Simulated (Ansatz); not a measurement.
# Te under changes of volume

One of the cells (33.925 Å³/atom); the others are scaled copies at fixed shape and fractional positions:

```
CELL_PARAMETERS angstrom
4.45400 0.00000 0.00000
-2.22700 3.85728 0.00000
0.00000 0.00000 5.92400
ATOMIC_POSITIONS crystal
Te 0.73100 0.73100 0.00000
Te 0.00000 0.26900 0.66667
Te 0.26900 0.00000 0.33333
```

```yaml
Program: Ansatz 0.2.0
Functional: PBEsol
Potentials_or_basis: all-electron LAPW, scalar-relativistic
Cutoff: 234 eV (chosen from the basis error)
Basis_error_allowed: 0.001 eV/atom
k_mesh: 7 × 7 × 5
Occupations: fermi-dirac, width 0.05 eV
Spin: no spin polarisation
```

```csv
volume (Å³/atom),energy over the lowest point (meV/atom),pressure (GPa),gap on the mesh (eV),largest force (eV/Å)
31.890,?,?,?,?
32.568,2.59,1.2,0.58,0.323
33.247,0.00,0.1,0.59,0.207
33.925,1.91,-0.9,0.60,0.100
34.604,7.83,-1.8,0.60,0.000
35.282,17.31,-2.6,0.60,0.094
35.961,29.97,-3.3,0.61,0.181
```

What does the run at 31.890 Å³/atom give?

Energy over the lowest point 10.22 meV/atom; pressure 2.4 GPa; gap on the mesh 0.57 eV; largest force 0.447 eV/Å.

Worked out: A Birch-Murnaghan fit of order 3 (a polynomial in V^(-2/3)) to the other rows has its minimum at 33.28 Å³/atom with B0 = V·E''(V) = 52 GPa and B' = 4.7 at fixed shape and positions, which overstates the stiffness. It gives 10.23 meV/atom at 31.890 Å³/atom, against the run's 10.22, and -dE/dV = 2.5 GPa, against 2.4. A straight line through the other rows of the gap, of slope 0.26 eV per unit of ln V, extrapolates to 0.58 eV, against the run's 0.57.

Energies are extrapolated to zero smearing.

Caveats: spin-orbit coupling is left out, which moves the levels of the heavy elements; an odd mesh through Γ misses points on the zone boundary, where band edges often lie.
